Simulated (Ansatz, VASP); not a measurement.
**Cross-check of LaGe2Pd2 between VASP and Ansatz**

Wanted: the spread between two codes on one cell, functional and k mesh. The structure shown comes from an earlier Ansatz run, which isn't shown and may have moved the atoms alone.

Program: Ansatz 0.2.0. Level of theory: plane waves, with VASP 6.6.1 beside it; elastic constants at PBEsol. Results are calculated unless marked as measured.

**1. The structure**

It takes space group I4/mmm (No. 139, tetragonal). The conventional cell has a = 4.334 Å, b = 4.334 Å, c = 10.082 Å, α = 90.00°, β = 90.00°, γ = 90.00°. La has 8 Ge at 3.31 Å and 8 Pd at 3.32 Å nearest. Nearest to Ge lie 1 Ge at 2.50 Å and 4 Pd at 2.51 Å and 4 La at 3.31 Å. Nearest to Pd lie 4 Ge at 2.51 Å and 4 Pd at 3.06 Å and 4 La at 3.32 Å. Farther neighbours are not listed.

**2. Ansatz: elastic constants, PBEsol**

Ansatz runs on its default PAW (the set named soft_2) files.

Elastic constants are differences of stresses under small strains, so they test the stress and the mesh.

input.yaml reads:

```yaml
crystal:
  lattice:
    - [-2.1671357932, 2.1671357932, 5.0410058974]
    - [2.1671357932, -2.1671357932, 5.0410058974]
    - [2.1671357932, 2.1671357932, -5.0410058974]
  atoms:
    - { symbol: La, position: [0.0, 0.0, 0.0] }
    - { symbol: Ge, position: [0.6237739363, 0.6237739363, 0.0] }
    - { symbol: Ge, position: [0.3762260637, 0.3762260637, 0.0] }
    - { symbol: Pd, position: [0.25, 0.75, 0.5] }
    - { symbol: Pd, position: [0.75, 0.25, 0.5] }
kpoints:
  mp_grid: { grid: [6, 6, 6] }
hamiltonian:
  xc: pbesol
scf:
  occupations: { method: gaussian, width: 0.05 }
output:
  forces: true
  stress: true
  eigenvalues: true
elastic:
  mode: relaxed_ion
  stencil: two_point
  amplitude: 0.002
```

Command:

```sh
> ansatz run input.yaml --threads 4 --pin off --max-ram 16384MiB --backend cpu --events-out ev --progress --plain --runs-dir out
```

Numbers of over 12 decimals in the logs are rounded to 6 here.

The log of the run:

```text
Engine: ansatz 0.2.0, aarch64-unknown-linux-gnu
Pseudopotentials: kind: paw
Pseudopotential: La, paw, valence charge 11, recommended cutoff 420 eV (normal), La.paw.azcp
Pseudopotential: Ge, paw, valence charge 14, recommended cutoff 420 eV (normal), Ge.paw.azcp
Pseudopotential: Pd, paw, valence charge 18, recommended cutoff 420 eV (normal), Pd.paw.azcp
Functional definition: PBEsol
  exchange = pbesol_x
  correlation = pbesol_c
Crystal: 5 atoms, lattice volume = 94.700 Å³
Basis set: ecut = 420 eV, 1833 PW (Γ), exchange–correlation on 80×80×80 points (8 copies of the dense FFT grid, shifted against one another)
Bands: 45, of which v1, the nominal top of the filled ones, is band 38 counted from 1 (37 counted from 0)
Symmetry: 16 space group operations
Space group: I4/mmm (ITA 139), of the structure as read, at distance tolerance 4.6e-5 Å
k-points: 30 of 216
Non-local potential: La, projectors of the file, l = 0: 3, l = 1: 2, l = 2: 2, l = 3: 3
Non-local potential: Ge, projectors of the file, l = 0: 2, l = 1: 2, l = 2: 3, l = 3: 1
Non-local potential: Pd, projectors of the file, l = 0: 2, l = 1: 2, l = 2: 2, l = 3: 1
PAW form: soft (Blöchl's): semilocal exchange-correlation on the pseudo side does not see the compensation charge
PAW frozen core: La, regenerated for the run's functional, and the local potential with it (the file was generated under x = pbe(κ = 0.804, μ = 0.219515), c = pbe(β = 0.066725))
PAW frozen core: Ge, regenerated for the run's functional, and the local potential with it (the file was generated under x = pbe(κ = 0.804, μ = 0.219515), c = pbe(β = 0.066725))
PAW frozen core: Pd, regenerated for the run's functional, and the local potential with it (the file was generated under x = pbe(κ = 0.804, μ = 0.219515), c = pbe(β = 0.066725))
PAW one-centre angular grid: La, 590 points (default); XC on 64 Gauss nodes
PAW one-centre angular grid: Ge, 590 points (default); XC on 64 Gauss nodes
PAW one-centre angular grid: Pd, 590 points (default); XC on 64 Gauss nodes
Initial density: superposition of atomic densities (neutral atoms: chi_scale 0, normalization atom), corrected by the library's trained network
Initial wavefunctions: pseudopotential atomic-orbital guess
Functional: x = pbesol(κ = 0.804, μ = 0.123457), c = pbesol(β = 0.046)
SCF iter   1: F=—  HF=-28486.029804 eV  |F-HF|=—  |Δ(HF+E_count)|=         —  Δρ=5.70e-3  dr2=3.33e-2  ethr=1.77e-3  ⟨swp⟩=5.9  Hψ=4714  notcnv=0
preconditioner: auto → Kerker (q_TF=auto, 2.624 Å⁻¹)  [metal: Δε(μ)=0.042 eV  Ē_g=14.137 eV  σ=0.050 eV  W_gap=0.44  n_scr=32 (ndim 8)  ℏωp=28.8 eV  f_vac=0.000  D(μ)=2.27/eV (n_scr^D=14)]
SCF iter   2: F=—  HF=-28486.023376 eV  |F-HF|=—  |Δ(HF+E_count)|=   6.43e-3  Δρ=1.59e-3  dr2=2.03e-3  ethr=4.44e-5  ⟨swp⟩=2.0  Hψ=2762  notcnv=0  defer=4
SCF iter   3: F=—  HF=-28486.023221 eV  |F-HF|=—  |Δ(HF+E_count)|=   1.55e-4  Δρ=9.33e-4  dr2=7.25e-4  ethr=2.70e-6  ⟨swp⟩=2.3  Hψ=1985  notcnv=0  defer=4
SCF iter   4: F=—  HF=-28486.023102 eV  |F-HF|=—  |Δ(HF+E_count)|=   1.19e-4  Δρ=1.59e-4  dr2=3.72e-5  ethr=9.67e-7  ⟨swp⟩=2.0  Hψ=2187  notcnv=0  defer=4
SCF iter   5: F=—  HF=-28486.023081 eV  |F-HF|=—  |Δ(HF+E_count)|=   2.15e-5  Δρ=8.28e-5  dr2=1.01e-5  ethr=4.95e-8  ⟨swp⟩=2.0  Hψ=2245  notcnv=0  defer=4
SCF iter   6: F=—  HF=-28486.023083 eV  |F-HF|=—  |Δ(HF+E_count)|=   2.64e-6  Δρ=2.61e-5  dr2=1.57e-6  ethr=1.34e-8  ⟨swp⟩=2.1  Hψ=2085  notcnv=0  defer=4
SCF iter   7: F=—  HF=-28486.023084 eV  |F-HF|=—  |Δ(HF+E_count)|=   7.09e-7  Δρ=1.01e-5  dr2=1.16e-7  ethr=2.09e-9  ⟨swp⟩=2.0  Hψ=2206  notcnv=0  defer=4
SCF iter   8: F=—  HF=-28486.023084 eV  |F-HF|=—  |Δ(HF+E_count)|=   6.43e-8  Δρ=1.59e-6  dr2=3.14e-9  ethr=1.55e-10  ⟨swp⟩=2.9  Hψ=2369  notcnv=0  defer=4
SCF iter   9: F=—  HF=-28486.023084 eV  |F-HF|=—  |Δ(HF+E_count)|=  4.40e-10  Δρ=4.08e-7  dr2=2.15e-10  ethr=4.18e-12  ⟨swp⟩=2.4  Hψ=2273  notcnv=0  defer=4
SCF iter  10: F=—  HF=-28486.023084 eV  |F-HF|=—  |Δ(HF+E_count)|=  2.18e-11  Δρ=8.83e-8  dr2=8.54e-12  ethr=2.86e-13 (applied; sched 1.00e-12)  ⟨swp⟩=2.0  Hψ=2280  notcnv=0  defer=28
SCF iter  11: F=—  HF=-28486.023084 eV  |F-HF|=—  |Δ(HF+E_count)|=  7.28e-12  Δρ=2.00e-8  dr2=3.26e-13  ethr=1.14e-14 (applied; sched 1.00e-12)  ⟨swp⟩=2.8  Hψ=2355  notcnv=0  defer=69
SCF iter  12: F=-28486.023084 eV  HF=-28486.023084 eV  |F-HF|=0.00e0  |Δ(HF+E_count)|=  1.09e-11  Δρ=5.23e-9  dr2=2.34e-14  ethr=1.00e-12  ⟨swp⟩=8.2  Hψ=5476  notcnv=0
SCF 1 converged in 12 iterations: F = -28486.023084 eV  dr2 = 2.34e-14
  greatest PAW one-centre occupation: 0.999 electrons in one spin orbital (limit 2), on the Pd atom at site 4 (counted from 0), in its partial waves of l = 0
relax step   1: F+E_penalty+E_count = -28486.02308405 eV  Δ(F+E_penalty+E_count) = +0.000e0 eV  max|allowed force component| = 2.166e-3 eV/Å  Δτ_max = 0.0000 Å  (12 SCF iters, accepted)
[...]
relax step   2: F+E_penalty+E_count = -28486.02304071 eV  Δ(F+E_penalty+E_count) = -4.413e-9 eV  max|allowed force component| = 6.256e-5 eV/Å  Δτ_max = 0.0000 Å  (6 SCF iters, accepted)
[...]
relax step   3: F+E_penalty+E_count = -28486.02304071 eV  Δ(F+E_penalty+E_count) = -2.583e-10 eV  max|allowed force component| = 2.971e-8 eV/Å  Δτ_max = 0.0000 Å  (6 SCF iters, accepted)
iter 1 solved again at ethr=1.00e-12 eV; its pass at ethr=3.10e-3 eV (dr2=1.20e-12 eV) is discarded
SCF iter   1: F=—  HF=-28486.023047 eV  |F-HF|=—  |Δ(HF+E_count)|=         —  Δρ=6.66e-8  dr2=1.30e-12  ethr=1.00e-12  ⟨swp⟩=2.4  Hψ=8908  notcnv=0
SCF iter   2: F=—  HF=-28486.023041 eV  |F-HF|=—  |Δ(HF+E_count)|=   6.69e-6  Δρ=2.99e-8  dr2=2.95e-13  ethr=1.73e-15 (applied; sched 1.00e-12)  ⟨swp⟩=3.8  Hψ=5672  notcnv=0
SCF iter   3: F=—  HF=-28486.023041 eV  |F-HF|=—  |Δ(HF+E_count)|=    0.00e0  Δρ=1.99e-8  dr2=1.01e-13  ethr=1.00e-12  ⟨swp⟩=4.0  Hψ=6833  notcnv=0
SCF iter   4: F=-28486.023041 eV  HF=-28486.023041 eV  |F-HF|=3.64e-12  |Δ(HF+E_count)|=  3.64e-12  Δρ=1.43e-8  dr2=5.41e-14  ethr=1.00e-12  ⟨swp⟩=3.0  Hψ=5245  notcnv=0
SCF 41 converged in 4 iterations: F = -28486.023041 eV  dr2 = 5.41e-14
SCF converged after 5 iterations
Free energy (F): -28486.023084 eV
Harris-Foulkes:  -28486.023084 eV  (|F-HF|=0.00e0)
Internal energy: -28486.020058 eV  (E = F + TS)
E sigma→0 (E₀):  -28486.021571 eV
Entropy (-TS):   -0.003027 eV (-0.605 meV/atom)
Fermi energy:    14.908038 eV
--- Per-component energies (eV) ---
  E_band       = -586.406828
  E_kinetic    = 1447.345859
  E_local      = -9780.394110  (includes V_loc(G=0)·N_el)
  E_nonlocal   = 1375.576011
  E_hartree    = 4214.290174
  E_xc         = -627.105147
  E_vxc        = -703.683964  (∫ρ·V_xc dr)
  E_paw        = -16658.293376  (= ΣΔE_a)
  E_vpaw       = -1353.831895  (= ΣTr[D̂ρ^β])
  E_aug_tail   = 0.000919  (compensation charges beyond the density's cutoff)
  E_ewald      = -8460.050818
  E_core_change = 2.610430  (= ΣΔE_core)
  E_smearing   = -0.003027  (= −TS)
  E_closure    = -0.000000  (closes the sum)
  Σ components = -28486.023084   (vs F -28486.023084, Δ=0.00e0)
--- Forces (eV/Å), atoms counted from 1 ---
  atom   1  La    -0.00000000     0.00000000     0.00000000
  atom   2  Ge     0.00000000     0.00000000     0.00000025
  atom   3  Ge     0.00000000     0.00000000    -0.00000025
  atom   4  Pd     0.00000000     0.00000000     0.00000000
  atom   5  Pd    -0.00000000     0.00000000     0.00000000
  max |Σ_I F_I| component: 9.71e-17 eV/Å
--- Stress (GPa, compression-positive) ---
       -0.004635       0.000000       0.000000
        0.000000      -0.004635       0.000000
        0.000000       0.000000       0.026428
  P = ⅓ Tr σ = 0.0057 GPa (0.057 kbar)
--- Band table (eV; the first three rows and the last of 30) ---
  k-point 0: bands = [... 34 lower, 13.5714, 13.6535, 13.6535, 14.5946, 16.0554, 16.0554, 16.9658, 17.1835, ... 3 higher]
  k-point 1: bands = [... 34 lower, 12.7365, 14.2381, 14.2595, 14.3939, 15.0496, 16.6625, 17.1777, 17.2128, ... 3 higher]
  k-point 2: bands = [... 34 lower, 12.6209, 14.0653, 14.2359, 14.3195, 14.7367, 17.0723, 17.1073, 17.1110, ... 3 higher]
  k-point 29: bands = [... 34 lower, 14.1147, 14.1147, 15.6422, 15.7247, 16.9199, 16.9708, 17.0632, 17.0632, ... 3 higher]
--- Elastic constants: 4 strain directions × 2 members + reference (group order 16) ---
  dense FFT box of the reference and of every strained cell: 40×40×40
  strains applied: 11, 33, 23, 12; error gains: componentwise 1.00 (the most a stress slope's error grows in a printed constant), spectral 1.41 (1 for all six strains in a standard setting)
  reference relaxed by the batch: 3 steps; max|allowed force component| 2.17e-3 eV/Å at the deck's positions, 2.13e-7 at the last accepted step, 2.49e-7 by the solve of record
  largest displacement 1.4e-4 Å; the constants are those of the deck's cell at these positions:
  atoms:
    - { symbol: La, position: [0, 0, 0] }
    - { symbol: Ge, position: [0.623760, 0.623760, 0] }
    - { symbol: Ge, position: [0.376240, 0.376240, 0] }
    - { symbol: Pd, position: [0.25, 0.75, 0.5] }
    - { symbol: Pd, position: [0.75, 0.25, 0.5] }
  C = ∂σ_k/∂η_j (tension-positive GPa; Voigt order 11 22 33 23 13 12):
       184.314     76.078     90.497      0.000      0.000      0.000
        76.078    184.314     90.497      0.000      0.000      0.000
        90.539     90.539    188.750      0.000      0.000      0.000
         0.000      0.000      0.000     51.298      0.000      0.000
         0.000      0.000      0.000      0.000     51.298     -0.000
         0.000      0.000      0.000      0.000      0.000     40.114
  reference stress σ⁰ (GPa):      0.005      0.005     -0.026     -0.000     -0.000     -0.000
  C* (energy form; C + prestress term) asymmetry max|C*_kj − C*_jk| = 1.041e-2 GPa — a small one proves nothing (zero by symmetry where the batch's group is 432, −43m or m−3m); a large one is finite-difference/SCF noise where every solve meets its electron count
  moduli (Voigt/Reuss/Hill, GPa): K = 119.07/118.78/118.92   G = 48.56/47.98/48.27   E = 127.56   ν = 0.321
  mechanically stable: yes (min eigenvalue of sym C = 40.11 GPa)
  the stresses are not corrected for the forces that the relaxations left standing (`elastic.f_tol`)
  strain η (Voigt 11):  stress-route row diagonal C_11 = 184.31 GPa, energy-path curvature d²(F+E_count+ΔE)/dδ²/Ω₀ = 184.32 GPa
         δ    σ_11 (GPa)             F (eV)   n_scf  n_hpsi   n_pw
    -2.000e-3      -0.3666      -28486.0228684       4   27726   1880   relax 5 steps, max|allowed force component| 3.33e-6 eV/Å
     2.000e-3       0.3707      -28486.0228660       4   28076   1880   relax 3 steps, max|allowed force component| 1.01e-6 eV/Å
  strain η (Voigt 33):  stress-route row diagonal C_33 = 188.75 GPa, energy-path curvature d²(F+E_count+ΔE)/dδ²/Ω₀ = 188.56 GPa
         δ    σ_33 (GPa)             F (eV)   n_scf  n_hpsi   n_pw
    -2.000e-3      -0.4065      -28486.0228227       4   18072   1864   relax 2 steps, max|allowed force component| 2.18e-5 eV/Å
     2.000e-3       0.3485      -28486.0228953       4   18096   1880   relax 3 steps, max|allowed force component| 3.73e-8 eV/Å
  strain η (Voigt 23):  stress-route row diagonal C_44 = 51.30 GPa, energy-path curvature d²(F+E_count+ΔE)/dδ²/Ω₀ = 51.39 GPa
         δ    σ_23 (GPa)             F (eV)   n_scf  n_hpsi   n_pw
    -2.000e-3      -0.1026      -28486.0230250       4   41047   1880   relax 5 steps, max|allowed force component| 1.62e-5 eV/Å
     2.000e-3       0.1026      -28486.0230250       4   41030   1880   relax 5 steps, max|allowed force component| 1.62e-5 eV/Å
  strain η (Voigt 12):  stress-route row diagonal C_66 = 40.11 GPa, energy-path curvature d²(F+E_count+ΔE)/dδ²/Ω₀ = 40.14 GPa
         δ    σ_12 (GPa)             F (eV)   n_scf  n_hpsi   n_pw
    -2.000e-3      -0.0802      -28486.0230407       4   27815   1880   relax 3 steps, max|allowed force component| 2.86e-8 eV/Å
     2.000e-3       0.0802      -28486.0230407       4   27756   1880   relax 3 steps, max|allowed force component| 2.97e-8 eV/Å
```

(Continued in part 2 of 2.)

[Lines on the potential files, build, host, timing and source positions are cut from VASP's logs without a mark.]

[Logs are printed without paths, hosts, clocks, repeated set-up lines and the standing remarks that a program may print on its own settings, such as how far it seeks lower states.]

[Hosts, paths, dates, database ids (printed as entryN), source tags and the programs' standing remarks are cut or masked in the printed files.]
